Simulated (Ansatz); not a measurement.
# CuO (Cc): one cell, several electronic states

All numbers are calculated (LDA+U, U_eff = 8.0 eV (Dudarev form) on Cu d, fully localised double counting, scalar-relativistic datasets, 420 eV, PAW set soft_2 (made for PBE), 7×7×4 mesh, Gaussian smearing of 0.05 eV) with the plane-wave PAW code Ansatz.

```
Cu O
1.0
     2.34465   -1.71340    0.00000
     2.34465    1.71340    0.00000
    -0.86055    0.00000    5.05944
Cu O
2 2
Direct
  0.00320 0.49680 0.00000
  0.49680 0.00320 0.50000
  0.57140 0.40560 0.25370
  0.40560 0.57140 0.75370
```

The structure is that of a cell as deposited in COD, unrelaxed.

Cell and atoms stay fixed, and the cell was started in 17 ways, of which 1 didn't converge and is left out, without spin–orbit coupling. The starts were built for 9 d electrons on Cu, a formal count that the converged states needn't keep. Starting moments of the plain starts: Cu1 1.00; Cu2 1.00 μB (atoms counted from 1).

Task: How many distinct unconstrained states are reached, over what range, and what is the lowest like? The starts that converged:
- site moments held at Cu1 0.19; Cu2 0.19 μB (constrained)
- site moments held at Cu1 0.49; Cu2 0.49 μB (constrained)
- canted directions held, 90° (constrained)
- total moment locked, 1.50 μB per cell (constrained)
- antiferromagnetic start, free
- no spin polarisation
- antiferromagnetic site moments held at Cu1 0.62; Cu2 -0.62 μB at first, then free
- total moment held at first, then free, 1.00 μB per cell
- antiferromagnetic directions held (constrained)
- total moment locked, 2.00 μB per cell (constrained)
- total moment locked at zero, no site moments, 0.00 μB per cell (constrained)
- ferromagnetic start, free, symmetry kept, no search
- ferrimagnetic site moments held at Cu1 0.62; Cu2 -0.25 μB at first, then free
- total moment locked, 1.80 μB per cell (constrained)
- ferrimagnetic site moments held at Cu1 0.62; Cu2 -0.31 μB (constrained)
- ferromagnetic start, free, natural orbitals of the symmetric run filled by rank

Result: 2 distinct free states (told apart by 2 meV/atom, or by moments or gap), the highest 32.9 meV/atom up. The lowest has a gap of 0.53 eV; it came from: ferrimagnetic site moments held at Cu1 0.62; Cu2 -0.25 μB at first, then free; antiferromagnetic start, free; antiferromagnetic site moments held at Cu1 0.62; Cu2 -0.62 μB at first, then free.

Energies count from the lowest free state found; constrained states (a lock kept on the moments, or spin off) can lie above or below free ones. A natural orbital (eigenvector of a shell's occupation matrix) is counted as filled above 0.75 (0.9 in a metal) and as partly filled from 0.35 up to that; ↑ and ↓ are the spin channels.

| state | reached from | ΔE (meV/atom) | gap (eV) | P (GPa) | cell spin moment (μB) | site spin moments (μB; Gaussian-weighted where vectors) | shell filling | Hubbard energy (eV/cell) | flags |
| --- | --- | --- | --- | --- | --- | --- | --- | --- | --- |
| 1 | ferrimagnetic site moments held at Cu1 0.62; Cu2 -0.25 μB at first, then free; antiferromagnetic start, free; antiferromagnetic site moments held at Cu1 0.62; Cu2 -0.62 μB at first, then free | 0.0 | 0.53 | -6.3 | 0.00 | Cu 0.55, -0.55 | Cu 5↑ 4↓(+1 partly), 9.41 e; Cu 4↑(+1 partly) 5↓, 9.41 e | 2.44 | – |
| 2 | antiferromagnetic directions held (constrained) | 0.0 | 0.53 | -6.3 | 0.00 | Cu 0.55, -0.55 | Cu 5↑ 4↓(+1 partly), 9.41 e; Cu 4↑(+1 partly) 5↓, 9.41 e | 2.44 | – |
| 3 | canted directions held, 90° (constrained) | 12.3 | 0.30 | – | 1.25 | largest 0.59 | Cu 9 filled, 1 partly filled of 10 spin orbitals, 9.40 e | 2.42 | – |
| 4 | ferrimagnetic site moments held at Cu1 0.62; Cu2 -0.31 μB (constrained) | 32.7 | metal | – | 0.17 | Cu 0.62, -0.31 | Cu 5↑ 4↓(+1 partly), 9.37 e; Cu 4↑(+1 partly) 5↓, 9.53 e | 2.52 | – |
| 5 | total moment held at first, then free, 1.00 μB per cell; ferromagnetic start, free, symmetry kept, no search; ferromagnetic start, free, natural orbitals of the symmetric run filled by rank | 32.9 | metal | -5.6 | 1.98 | Cu 0.62; O 0.33 | Cu 5↑ 4↓(+1 partly), 9.38 e | 2.36 | mesh too coarse for this metal |
| 6 | total moment locked, 2.00 μB per cell (constrained) | 33.0 | metal | -5.6 | 2.00 | Cu 0.62; O 0.33 | Cu 5↑ 4↓(+1 partly), 9.38 e | 2.35 | mesh too coarse for this metal |
| 7 | total moment locked, 1.80 μB per cell (constrained) | 39.4 | metal | -5.5 | 1.80 | Cu 0.56; O 0.30 | Cu 5↑ 4↓(+1 partly), 9.41 e | 2.47 | – |
| 8 | site moments held at Cu1 0.49; Cu2 0.49 μB (constrained) | 45.7 | metal | – | 1.70 | Cu 0.48; O 0.31 | Cu 5↑ 4↓(+1 partly), 9.46 e | 2.54 | – |
| 9 | total moment locked, 1.50 μB per cell (constrained) | 51.5 | metal | -5.3 | 1.50 | Cu 0.47; O 0.25 | Cu 5↑ 4↓(+1 partly), 9.46 e | 2.60 | – |
| 10 | site moments held at Cu1 0.19; Cu2 0.19 μB (constrained) | 82.7 | metal | – | 0.65 | Cu 0.19; O 0.12 | Cu 4↑(+1 partly) 4↓(+1 partly), 9.56 e | 2.79 | lock stalled near its target |
| 11 | no spin polarisation | 86.0 | metal | -4.9 | 0.00 | under 0.05 | Cu 4 filled, 1 partly in each spin, 9.58 e | 2.83 | occupations loosely converged |
| 12 | total moment locked at zero, no site moments, 0.00 μB per cell (constrained) | 86.0 | metal | -4.9 | 0.00 | under 0.05 | Cu 4↑(+1 partly) 4↓(+1 partly), 9.58 e | 2.83 | – |

Natural occupations of the lowest free state (state 1): Cu1 spin up: 0.98 0.99 1.00 1.00 1.00; Cu1 spin down: 0.46 0.98 1.00 1.00 1.00; Cu2 spin up: 0.46 0.98 1.00 1.00 1.00; Cu2 spin down: 0.98 0.99 1.00 1.00 1.00. Since all bands are wholly filled or empty, the fractional occupations (0.46) come from mixing of the shell with the neighbours' orbitals (covalency), or for a nearly full d shell with the ion's own s orbital, not from partly filled bands.

State 5 lies 32.9 meV/atom higher, or 0.13 eV per cell. It has no gap on the mesh (a metal); natural occupations Cu1 spin up: 0.99 0.99 1.00 1.00 1.00; Cu1 spin down: 0.43 0.98 1.00 1.00 1.00; Cu2 spin up: 0.99 0.99 1.00 1.00 1.00; Cu2 spin down: 0.43 0.98 1.00 1.00 1.00. They differ in magnetic order (signs of the magnetic ions' moments, up to an overall flip, +− in state 1, ++ in state 5). With J = 0 the Hubbard energy is (U/2) Σ λ(1 − λ), a penalty on fractional natural occupations. The sums Σ λ(1 − λ) over the cell's shells are 0.61 for state 1 and 0.59 for state 5, which at U/2 = 4.00 eV give 2.44 and 2.36 eV per cell. The two differ by 0.08 eV, within U times the program's tolerance on the occupations (0.01), so the energy difference isn't parted into terms.

Opposed moments on the two ions of this cell turn none of the 4 nearest magnetic neighbours at 2.90 Å against each other, so an order that turns all of them can't form here.

In the lowest free state the fixed cell carries a pressure of -6.3 GPa and forces up to 0.77 eV/Å; relaxing would change energies and could change the order of close states.

Other starts might reach a lower state still. No converged run used the program's own search for lower states. For metallic states the mesh is coarse, so energy differences carry some meV/atom. U is one value of a scan, not fitted to this compound, so the states needn't resemble the real material's. Where a metal has almost no states within the smearing of the Fermi level on this mesh, its moment and stress follow whole counts of k-points and would move on a finer mesh. Stress under a held lock on site moments or directions isn't converged. A gap on the mesh alone may shrink between mesh points.
